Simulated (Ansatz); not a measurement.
An input for Ansatz 0.2.0 (ZnSe (Stilleite)):

```yaml
crystal:
  lattice:
    - [0.0, 2.8338, 2.8338]
    - [2.8338, 0.0, 2.8338]
    - [2.8338, 2.8338, 0.0]
  atoms:
    - { symbol: Zn, position: [0.0, 0.0, 0.0] }
    - { symbol: Se, position: [0.25, 0.25, 0.25] }
kpoints:
  mp_grid: { grid: [6, 6, 6] }
hamiltonian:
  xc: pbe
  pseudopotentials: { kind: paw, azcp: { folder: soft_1 } }
scf:
  occupations: { method: fixed }
gw:
  n_empty_bands: 36
  ecut_chi: 150
  qp_bands: [v2, c2]
  qp_kpoints: band_edges
  screening: { model: contour_deformation }
```

```sh
ansatz run input.yaml --threads 3 --pin off --max-ram 92160MiB --backend cuda --events-out ev --progress --plain --runs-dir out --devices 1 --max-vram 13GiB
```

Question: How long will it take on 1 × NVIDIA H100 80GB HBM3 (shared by 6 runs) with 3 threads of AMD EPYC 7R13 (Zen 3), shared host, and how much memory?

It took 24 s; on shared hardware allow 12 s to 48 s. Peak host memory was 1.1 GiB. The sizes that set the cost: 893 plane waves a state, 16 irreducible k points, 50 bands summed, 181 plane waves in the screening and 8 SCF cycles.

The screening grows as filled bands × empty bands × pairs of k points, times the square of the screening basis for the matrix.

[Paths, hosts, dates, memory and timing lines, banners, echoed tables and standing remarks are left out of the program output.]

[Logs are printed without paths, hosts, clocks, repeated set-up lines and the standing remarks that a program may print on its own settings, such as how far it seeks lower states.]

[Runs of the session that timed out or met a known fault of the program may be left out.]

[Cells called generated may have been cut or substituted from an entry of the Crystallography Open Database or the Materials Project.]

[Hosts, paths, dates, database ids (printed as entryN), source tags and the programs' standing remarks are cut or masked in the printed files.]
